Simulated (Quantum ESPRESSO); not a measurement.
Runs of Quantum ESPRESSO 7.5 on BaTe. The structure is cubic, space group Fm-3m (No. 225). Conventional cell: a = 6.820 Å, b = 6.820 Å, c = 6.820 Å, α = 90.00°, β = 90.00°, γ = 90.00°. Ba (site symmetry m-3m) is surrounded by 6 Te at 3.41 Å. Te (site symmetry m-3m) has 6 Ba at 3.41 Å as nearest neighbours. 

```tsv
level	potentials or basis	form of the LDA correlation	pressure (GPa)
WC	PseudoDojo 0.4.1 SR PBE standard	-	2.1
BLYP	PseudoDojo 0.4.1 SR PBE standard	-	6.2
PBE	PseudoDojo 0.4.1 SR PBE standard	-	4.0
LDA	PseudoDojo 0.4.1 SR LDA standard	PW92	(a)
PBEsol	PseudoDojo 0.4.1 SR PBEsol standard	-	2.1
```

Alike in all rows: task dielectric tensor; no spin polarisation; cell as given; k mesh 4 × 4 × 4, shifted; cutoff (eV) 1088; smearing fermi-dirac 0.05 eV.

Question: Fill in the values left out.

Answer: (a) 0.9.

Caveats: this release of the barium file is off; the potentials were made for another functional, which shifts forces and pressure (some runs); the cell is more than 3 GPa from zero pressure, which shifts response properties (some runs).
